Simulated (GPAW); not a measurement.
Runs of GPAW 26.7.0 on Sc. It takes space group P6_3/mmc (No. 194, hexagonal). The conventional cell has a = 3.309 Å, b = 3.309 Å, c = 5.273 Å, α = 90.00°, β = 90.00°, γ = 120.00°. Sc (site symmetry -6m2) is surrounded by 12 Sc at 3.26 to 3.31 Å. 

| task | level | potentials or basis | U | cell | band path | band points | optimizer | fmax | max steps | gap on the mesh (eV) | pressure (GPa) | relaxed volume (Å³/atom) |
| --- | --- | --- | --- | --- | --- | --- | --- | --- | --- | --- | --- | --- |
| band structure | SOGGA | PAW data sets generated in the run's folder for this functional, pw | - | as given | GMKGALHA,LM,KH | 80 | - | - | - | - | (a) | - |
| relaxation of cell and atoms | PBE+D4 | GPAW PAW data sets (gpaw-data 1.2.1), pw | - | relaxed | - | - | BFGS | 0.02 eV/Å | 40 | none | -0.1 | 23.81 |
| band structure | LDA | PAW data sets generated in the run's folder for this functional, pw | - | as given | GMKGALHA,LM,KH | 100 | - | - | - | - | -5.4 | - |
| relaxation of cell and atoms | r4SCAN | GPAW PAW data sets (gpaw-data 1.2.1), pw | - | relaxed | - | - | LBFGS | 0.05 eV/Å | 100 | none | 0.1 | 24.69 |
| band structure | PBE+U | GPAW PAW data sets (gpaw-data 1.2.1), pw | Sc d U = 4.5 eV | as given | GMKGALHA,LM,KH | 60 | - | - | - | - | (b) | - |
| band structure | rSCAN | GPAW PAW data sets (gpaw-data 1.2.1), pw | - | as given | GMKGALHA,LM,KH | 80 | - | - | - | - | -0.4 | - |
| band structure | M06-L | GPAW PAW data sets (gpaw-data 1.2.1), pw | - | as given | GMKGALHA,LM,KH | 60 | - | - | - | - | -1.2 | - |

Alike in all rows: no spin polarisation; k mesh 7 × 7 × 4; cutoff (eV) 600; smearing fermi-dirac 0.05 eV.

Problem. Estimate the missing entries.

Solution. (a) -3.1; (b) 6.4.

Caveats: the PAW data sets were made with another functional, which shifts forces and pressure a little (some runs); later steps reuse the first step's grids (some runs); pairwise dispersion overbinds metals, which lowers pressure and volume (some runs); U without spin polarisation on a metal has little footing (some runs); the U is typed as a test and isn't derived for this compound (some runs).

A gap of «none» marks a metal or a gap under the smearing width.
